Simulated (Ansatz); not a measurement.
**Debugging a calculation of TiCo3**

Intended: TiCo3, r2SCAN, plane waves and PAW in Ansatz. The input:

```yaml
crystal:
  lattice:
    - [3.614, 0.0, 0.0]
    - [0.0, 3.614, 0.0]
    - [0.0, 0.0, 3.614]
  atoms:
    - { symbol: Ti, position: [0.0, 0.0, 0.0], spin: -0.74 }
    - { symbol: Co, position: [0.0, 0.5, 0.5], spin: 1.48 }
    - { symbol: Co, position: [0.5, 0.0, 0.5], spin: 1.48 }
    - { symbol: Co, position: [0.5, 0.5, 0.0], spin: 1.48 }
basis:
  ecutwfc: 500
kpoints:
  mp_grid: { grid: [1, 1, 1] }
hamiltonian:
  xc: r2scan
scf:
  occupations: { method: gaussian, width: 0.1 }
output:
  forces: true
  stress: true
  eigenvalues: true
  populations: true
magnetization:
  spin_polarized: true
```

Command:

```bash
ansatz run input.yaml --threads 1 --pin off --max-ram 2560MiB --backend cpu --events-out ev --progress --plain --runs-dir out
```

From the log (HF is the Harris–Foulkes energy, dr2 the density residual in eV):

```text
PAW frozen core: Ti, regenerated for the run's functional (the file was generated under x = pbe(κ = 0.804, μ = 0.2195), c = pbe(β = 0.0667))
PAW frozen core: Co, regenerated for the run's functional (the file was generated under x = pbe(κ = 0.804, μ = 0.2195), c = pbe(β = 0.0667))
Initial density: superposition of atomic densities
Starting moments: Σ|m| = 5.18 μB on 4 of 4 sites
SCF iter   1: HF=-17891.690499 eV  Δρ=1.01e-1 (↑5.35e-2 ↓1.01e-1) dr2=2.19e0  dr2_τ=6.55e-2  dr2_m=1.98e0  M=6.981 μB ∫|m|=7.503 μB
spin=Collinear: Resta preconditioning applied to the charge; magnetization (m = ρ↑ − ρ↓) channel mixes plain (no charge-response kernel on spin).
SCF iter   2: HF=-17892.949812 eV  Δρ=4.70e-2 (↑4.34e-2 ↓4.70e-2) dr2=7.77e-1  dr2_τ=5.80e-2  dr2_m=6.69e-1  M=6.912 μB ∫|m|=7.463 μB  κ⁻¹=1.0e0(r=1)
SCF iter   3: HF=-17895.541205 eV  Δρ=2.10e-2 (↑1.55e-2 ↓2.10e-2) dr2=5.27e-1  dr2_τ=4.33e-3  dr2_m=2.12e-2  M=6.984 μB ∫|m|=7.481 μB  κ⁻¹=2.1e-1(r=2)
SCF iter   4: HF=-17896.318824 eV  Δρ=1.45e-2 (↑1.17e-2 ↓1.45e-2) dr2=3.30e-1  dr2_τ=1.45e-3  dr2_m=5.27e-3  M=6.896 μB ∫|m|=7.370 μB  κ⁻¹=1.9e-2(r=3)
   ...
SCF iter  21: HF=-17897.527036 eV  Δρ=3.94e-6 (↑3.94e-6 ↓3.87e-6) dr2=1.40e-8  dr2_τ=3.78e-10  dr2_m=1.85e-10  M=5.000 μB ∫|m|=5.334 μB  κ⁻¹=4.1e-5(r=8)
SCF iter  22: HF=-17897.527036 eV  Δρ=1.82e-6 (↑1.82e-6 ↓1.80e-6) dr2=2.54e-9  dr2_τ=6.36e-11  dr2_m=8.80e-11  M=5.000 μB ∫|m|=5.334 μB  κ⁻¹=1.2e-5(r=8)
SCF iter  23: F=-17897.527036 eV  HF=-17897.527036 eV  Δρ=2.60e-6 (↑2.60e-6 ↓1.32e-6) dr2=7.39e-9  dr2_τ=7.67e-11  dr2_m=2.74e-10  M=5.000 μB ∫|m|=5.334 μB
SCF 1 converged in 23 iterations: F = -17897.527036 eV  dr2 = 7.39e-9
at 1 of the mixer's solves, the last at iteration 7, it left a direction of its history that read negative out of its fit and stepped the other way along it
this state was not tested for a lower state beside it, because the mixer in use, unlike msr1, does not test its closes by its own steps (another_mixer; see scf.mixing.algorithm and scf.lower_state_search)
SCF converged after 23 iterations
Magnetization: 5.0000 μB (34.0000 up, 29.0000 down)
Absolute magnetization: 5.3468 μB (∫|ρ↑−ρ↓|, with the PAW one-centre terms)
Per-site moments (μB) at R_I (Å): [(-0.1227, 1.0541), (1.3866, 1.0541), (1.3866, 1.0541), (1.3866, 1.0541)]
Free energy (F): -17897.527036 eV
E sigma→0 (E₀):  -17897.488470 eV
Entropy (-TS):   -0.077132 eV (-19.283 meV/atom)
Fermi energy:    19.870309 eV
--- Forces (eV/Å), atoms counted from 1 ---
  atom   1  Ti     0.00000000    -0.00000000     0.00000000
  atom   2  Co     0.00000000     0.00000000     0.00000000
  atom   3  Co    -0.00000000     0.00000000     0.00000000
  atom   4  Co    -0.00000000     0.00000000     0.00000000
--- Stress (GPa, compression-positive) ---
       -7.299052       0.000000       0.000000
        0.000000      -7.299052       0.000000
        0.000000       0.000000      -7.299052
  P = ⅓ Tr σ = -7.2991 GPa (-72.991 kbar)
```

Problem. Which fault does the input hold?
A. A functional's name that the program doesn't know
B. One k-point for a metal
C. A Hubbard U on a shell that the atom lacks
D. Lattice vectors converted from bohr twice
E. Too few SCF iterations allowed

Solution. B. One point can't sample a Fermi surface. The cure is a converged mesh.

Fix (which also takes the starting moments of the reference run):

```diff
 crystal:
   atoms:
-    - { symbol: Ti, position: [0.0, 0.0, 0.0], spin: -0.74 }
-    - { symbol: Co, position: [0.0, 0.5, 0.5], spin: 1.48 }
-    - { symbol: Co, position: [0.5, 0.0, 0.5], spin: 1.48 }
-    - { symbol: Co, position: [0.5, 0.5, 0.0], spin: 1.48 }
+    - { symbol: Ti, position: [0.0, 0.0, 0.0], spin: -0.76 }
+    - { symbol: Co, position: [0.0, 0.5, 0.5], spin: 1.46 }
+    - { symbol: Co, position: [0.5, 0.0, 0.5], spin: 1.46 }
+    - { symbol: Co, position: [0.5, 0.5, 0.0], spin: 1.46 }
 kpoints:
-  mp_grid: { grid: [1, 1, 1] }
+  mp_grid: { grid: [12, 12, 12] }
```

With the mended input the run converges and gives a pressure of -4.27 GPa, no gap, site moments (μB) Ti -0.68, Co +1.35 (×3). The faulty run's energy lay 549 meV per atom higher. The faulty run also carried warnings: stability check not made.

The mended run took 88 s on 1 thread of Oxide Virtual Turin-like Processor (Zen 5), on a shared host, peak memory 0.75 GiB.